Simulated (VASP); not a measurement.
InPd, 2 atoms in the cell. It takes space group Fm-3m (No. 225, cubic). Conventional cell: a = 5.492 Å, b = 5.492 Å, c = 5.492 Å, α = 90.00°, β = 90.00°, γ = 90.00°. Around In (site symmetry m-3m) lie 6 Pd at 2.75 Å. Around Pd (site symmetry m-3m) lie 6 In at 2.75 Å. The cell was built by a generator and needn't be a form met in nature.

| Quantity | Value |
| --- | --- |
| Program | VASP 6.6.1 |
| Task | relaxation of cell and atoms |
| Functional | revPBE |
| Potentials or basis | VASP PAW PBE potentials, release 64 (In_d, Pd) |
| Cutoff | 600 eV |
| k mesh | 8 × 8 × 8 |
| Occupations | fermi-dirac, width 0.05 eV |
| Spin | no spin polarisation |
| Further INCAR settings | ALGO = Fast; EDIFF = 1e-07; IBRION = 2; EDIFFG = -0.005; NSW = 60; ISIF = 3 |

Potentials or basis: VASP PAW PBE potentials, release 64 (In_d, Pd).

Launch:

```sh
$ cat potpaw_PBE.64/In_d/POTCAR potpaw_PBE.64/Pd/POTCAR > POTCAR
$ mpirun -np 1 vasp_std > vasp.out
```

Hardware: 1 thread of AMD EPYC 9R45 (Zen 5) (shared host).

Q: Estimate the wall time of this run.

A: It took 73 s on 1 thread of AMD EPYC 9R45 (Zen 5) (shared host), peak memory 0.17 GiB. Counts: scf iterations 58, k points 29, ion steps 6.
